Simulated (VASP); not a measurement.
**CaO: single point with HSE06**

The system is CaO.

```xyz
2
Lattice="0.0000 2.4075 2.4075 2.4075 0.0000 2.4075 2.4075 2.4075 0.0000" Properties=species:S:1:pos:R:3 pbc="T T T"
Ca    0.0000    0.0000    0.0000
O     2.4075    2.4075    2.4075
```

The cell was built by a generator and isn't the measured one.

* Program: VASP 6.6.1
* Task: single point
* Functional: HSE06
* Potentials or basis: VASP PAW PBE potentials, release 64 (Ca_sv, O)
* Cutoff: 520 eV
* k mesh: 8 × 8 × 8
* Occupations: fermi-dirac, width 0.05 eV
* Spin: no spin polarisation

```json
{"Pressure": "-0.5 GPa", "Band gap on the k mesh": "5.32 eV, indirect (least direct gap 5.74 eV)"}
```

Levels at points of the mesh, in eV from the valence-band top:
```tsv
k point	band 4	band 5	band 6	band 7	band 8	band 9	band 10	band 11	band 12
(0.00, 0.00, 0.00)	-19.51	-17.03	0.00	0.00	0.00	6.20	8.20	8.20	8.20
(0.50, 0.00, 0.00)	-19.56	-15.65	-2.81	-1.25	-1.25	9.04	10.04	10.59	10.59
(0.50, 0.50, 0.00)	-19.75	-16.77	-1.45	-0.42	-0.42	5.32	10.12	11.13	11.92
```

Run time: 20 min on 1 thread of Intel(R) Xeon(R) 6975P-C (Granite Rapids), with other jobs on the host, peak memory 0.29 GiB.

Caveat: the PAW data sets were made with another functional, which shifts forces and pressure a little. A k mesh can miss the band edges.
